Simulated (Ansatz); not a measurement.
# Compressing GaN

Theory: DFT PBE, scalar-relativistic, plane waves, PAW in Ansatz 0.2.0. (420 eV cutoff, 12×12×6 k-mesh, Gaussian smearing of 0.02 eV, no spin polarisation)

Reference structure (relaxed):

```yaml
crystal:
  lattice:
    - [3.21837, 0.00000, 0.00000]
    - [-1.60919, 2.78719, 0.00000]
    - [0.00000, 0.00000, 5.24317]
  atoms:
    - { symbol: Ga, position: [0.66667, 0.33333, 0.49913] }
    - { symbol: Ga, position: [0.33333, 0.66667, 0.99913] }
    - { symbol: N, position: [0.66667, 0.33333, 0.87587] }
    - { symbol: N, position: [0.33333, 0.66667, 0.37587] }
```

Cell and atoms are relaxed at each pressure within the symmetry of the start, at zero temperature, so transitions that lower the symmetry aren't seen. The k-mesh given is that at zero pressure and may differ at others. a, b and c are the lengths of the cell vectors above. Gaps are Kohn–Sham gaps over the whole zone.

```csv
P (GPa),V (Å³/atom),V/V0,a (Å),b (Å),c (Å)
-3,11.98,1.019,3.238,3.238,5.276
0,11.76,1.000,3.218,3.218,5.243
3,11.56,0.983,3.200,3.200,5.213
8,11.27,0.959,3.173,3.173,5.170
15,10.92,0.929,3.140,3.140,5.116
30,10.32,0.877,3.081,3.081,5.021
60,9.47,0.805,2.992,2.992,4.884
```

Task: What bulk modulus and pressure derivative fit these points?

Result: A third-order Birch–Murnaghan fit gives B0 = 173 GPa and B0' = 4.3.

Task: What does pressure do to the gap?

Result: The gaps are 1.59 eV at -3 GPa, 1.71 eV at 0 GPa, 1.82 eV at 3 GPa, 1.99 eV at 8 GPa, 2.20 eV at 15 GPa, 2.57 eV at 30 GPa, 3.13 eV at 60 GPa.